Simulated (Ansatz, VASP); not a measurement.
# Mg: VASP beside Ansatz

Contents of INCAR:

```
SYSTEM = Mg
ALGO     = Normal         ! electronic algorithm
EDIFF    = 1E-6           ! SCF threshold, eV
ENCUT    = 520            ! plane-wave cutoff, eV
GGA      = PE             ! functional
ISIF     = 2              ! what is computed and relaxed
ISMEAR   = -1             ! smearing method
LASPH    = .TRUE.         ! aspherical terms in the spheres
LCHARG   = .FALSE.        ! write CHGCAR
LREAL    = .FALSE.        ! projectors in reciprocal space
LWAVE    = .FALSE.        ! write WAVECAR
NBANDS   = 7              ! bands
NELM     = 80             ! most SCF steps
PREC     = Accurate       ! precision mode
SIGMA    = 0.05           ! smearing width, eV
```

KPOINTS

```
k-points
0
G
  13 13 13
  0 0 0
```

POSCAR

```
Mg
1.0
   -1.7676432646      1.7676432646      1.7676432646
    1.7676432646     -1.7676432646      1.7676432646
    1.7676432646      1.7676432646     -1.7676432646
Mg
1
Direct
    0.0000000000      0.0000000000      0.0000000000
```

Input for Ansatz:

```yaml
crystal:
  lattice:
    - [-1.7676432646, 1.7676432646, 1.7676432646]
    - [1.7676432646, -1.7676432646, 1.7676432646]
    - [1.7676432646, 1.7676432646, -1.7676432646]
  atoms:
    - { symbol: Mg, position: [0.0, 0.0, 0.0] }
kpoints:
  mp_grid: { grid: [13, 13, 13] }
scf:
  occupations: { method: fermi_dirac, width: 0.05 }
hamiltonian:
  xc: pbe
  pseudopotentials: { kind: all_electron, lapw: { basis_error: 0.00025 } }
output:
  forces: true
  stress: true
  eigenvalues: true
```

Change from the starting cell: volume scaled by 0.96.

Alike in both runs: task single point; functional PBE; k mesh 13 × 13 × 13; occupations fermi-dirac, width 0.05 eV; no spin polarisation.

|  | VASP | Ansatz |
| --- | --- | --- |
| version | VASP 6.6.1 | Ansatz 0.2.0 |
| potentials or method | VASP PAW PBE potentials, release 64 (Mg) | all-electron LAPW, scalar-relativistic |
| plane-wave cutoff (eV) | 520 | see its input |

Ansatz gave:

- pressure (GPa): 1.5

Problem. Estimate VASP's values.

Solution. Pressure (GPa): 1.4.

Ansatz ran all-electron here, so the differences hold the error of VASP's frozen core and of both bases.
